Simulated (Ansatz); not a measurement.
All numbers below come from DFT PBE, scalar-relativistic, plane waves, PAW in Ansatz 0.2.0. All cells share a 420 eV cutoff and Γ-centred k meshes spaced at most about 0.3 Å⁻¹ (2π included). No spin polarisation in the final relaxations.

These are static total energies at zero pressure. Lower structures may exist.

Task: Which of these relaxed structures of LiNbO3 is the lowest in energy?
A.

Space group Pm-3m (No. 221). a = 3.956 Å, b = 3.956 Å, c = 3.956 Å, α = 90.00°, β = 90.00°, γ = 90.00°
```tsv
atom	site	symmetry	x	y	z
Li	1a	m-3m	0.0000	0.0000	0.0000
Nb	1b	m-3m	0.5000	0.5000	0.5000
O	3c	4/mm.m	0.5000	0.0000	0.5000
```

B.

Space group I4mm (No. 107). a = 3.812 Å, b = 3.812 Å, c = 10.243 Å, α = 90.00°, β = 90.00°, γ = 90.00°
```
atom  site  symmetry       x       y       z
  Li    2a       4mm  0.5000  0.5000  0.4931
  Nb    2a       4mm  0.0000  0.0000  0.3492
   O    2a       4mm  0.0000  0.0000  0.1785
   O    4b      2mm. 0.0000  0.5000  0.4074
```

C.

Space group R-3c:H (No. 167). a = 5.223 Å, b = 5.223 Å, c = 13.795 Å, α = 90.00°, β = 90.00°, γ = 120.00°
| atom | site | symmetry | x | y | z |
| --- | --- | --- | --- | --- | --- |
| Li | 6a | 32 | 0.0000 | 0.0000 | 0.2500 |
| Nb | 6b | -3. | 0.6667 | 0.3333 | 0.3333 |
| O | 18e | .2 | 0.7137 | 0.6667 | 0.4167 |

D.

Space group R3c:H (No. 161). a = 5.190 Å, b = 5.190 Å, c = 14.017 Å, α = 90.00°, β = 90.00°, γ = 120.00°
| atom | site | symmetry | x | y | z |
| --- | --- | --- | --- | --- | --- |
| Li | 6a | 3. | 0.0000 | 0.0000 | 0.2816 |
| Nb | 6a | 3. | 0.0000 | 0.0000 | 0.0004 |
| O | 18b | 1 | 0.0472 | 0.3420 | 0.0632 |

Result: D. It has the lithium niobate type, space group R3c (No. 161); the next, B, with space group I4mm (No. 107), lies 14 meV/atom higher. Counting O atoms around Li and Nb (those within 1.25 times the shortest such distance or 1.15 times the sum of covalent radii, 1.27 where that leaves under three; a plus sign parts nearer from farther groups), the lowest has Li 6, Nb 3+3 and the next has Li 1+4, Nb 1+4.

A magnetic state wasn't ruled out in cells without spin, among them Pm-3m. The R3c cell at 10.9 Å³/atom was relaxed from a measured cell (COD). The R-3c cell at 10.9 Å³/atom was relaxed from a measured cell (COD). Cells relaxed within their symmetry can be saddle points. Some structure types and database cells were kept out of the candidates from the start, so a known form may be missing.
